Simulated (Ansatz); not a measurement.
CuO: relaxation of cell and atoms with PBEsol

The system is CuO.

```xyz
6
Lattice="4.1609 0.0000 0.0000 0.0000 4.1609 0.0000 0.0000 0.0000 3.8876" Properties=species:S:1:pos:R:3 pbc="T T T"
Cu    2.0805    0.0000    1.9438
Cu    0.0000    2.0805    1.9438
Cu    0.0000    0.0000    0.0000
O     0.0000    0.0000    1.9438
O     2.0805    0.0000    0.0000
O     0.0000    2.0805    0.0000
```

Measurements of this composition are mostly on another form, of space group No. 15.

```json
{
  "Program": "Ansatz 0.2.0",
  "Task": "relaxation of cell and atoms",
  "Functional": "PBEsol",
  "Potentials or basis": "Ansatz PAW",
  "Cutoff": "420 eV (not typed: the program's choice for these potentials)",
  "k mesh": "7 × 7 × 7",
  "Occupations": "fermi-dirac, width 0.05 eV",
  "Spin": "no spin polarisation",
  "Target pressure": "2 GPa",
  "Target pressure (GPa)": "2"
}
```

```json
{
  "Relaxed volume": "10.64 Å³/atom",
  "Relaxed cell": "a = 4.075 Å, b = 4.075 Å, c = 3.844 Å, α = 90.00°, β = 90.00°, γ = 90.00°",
  "Space group after relaxing (to 0.05 Å)": "P4/mmm (No. 123)",
  "Energy change on relaxing (the enthalpy is what falls)": "-6.1 meV/atom",
  "Ionic steps": "8",
  "Pressure after relaxing": "2.0 GPa",
  "Band gap on the k mesh": "none (metal or under the smearing width)"
}
```

The path:
```tsv
step	energy change (eV)	largest force (eV/Å)	volume (Å³)
1	0.0000	0.0000	67.31
2	-0.0435	0.0000	65.70
3	-0.0492	0.0000	63.90
4	-0.0504	0.0000	64.02
5	-0.0502	0.0000	63.98
6	-0.0385	0.0000	63.98
7	-0.0375	0.0000	63.83
8	-0.0368	0.0000	63.83
```

Final structure:
```cif
data_structure
_symmetry_space_group_name_H-M 'P 1'
_symmetry_Int_Tables_number 1
_cell_length_a 4.0750
_cell_length_b 4.0750
_cell_length_c 3.8440
_cell_angle_alpha 90.000
_cell_angle_beta 90.000
_cell_angle_gamma 90.000
_cell_volume 63.83
loop_
_atom_site_label
_atom_site_type_symbol
_atom_site_fract_x
_atom_site_fract_y
_atom_site_fract_z
_atom_site_occupancy
Cu1 Cu 0.50000 0.00000 0.50000 1
Cu2 Cu 0.00000 0.50000 0.50000 1
Cu3 Cu 0.00000 0.00000 0.00000 1
O1 O 0.00000 0.00000 0.50000 1
O2 O 0.50000 0.00000 0.00000 1
O3 O 0.00000 0.50000 0.00000 1
```

Levels at points of the mesh, in eV from the Fermi level:
| k point | band 36 | band 37 | band 38 | band 39 | band 40 | band 41 |
| --- | --- | --- | --- | --- | --- | --- |
| (0.00, 0.00, 0.00) | -1.60 | -1.60 | -1.53 | -1.40 | 1.32 | 6.25 |

Run time: 18 s on 2 threads of Intel(R) Xeon(R) 6975P-C (Granite Rapids), on a shared host, peak memory 0.47 GiB.

Caveat: the plane-wave basis is chosen anew once the cell has moved, so the energies of steps on either side of that aren't comparable; the pressure holds a Pulay correction of +0.7 GPa for the finite cutoff; an odd number of electrons without spin polarisation forces a metal; a magnetic or distorted state may lie lower; the run has no spin polarisation, though such a crystal can be magnetic; semilocal functionals often make such compounds metallic where correlation or magnetic order opens a gap, which also shifts bond lengths; the PAW data sets come from PBE, with cores solved anew for the run's functional, which leaves a small shift of forces and pressure. With open d or f shells a metallic result of PBEsol can be an artefact of self-interaction; +U or a hybrid may open a gap.
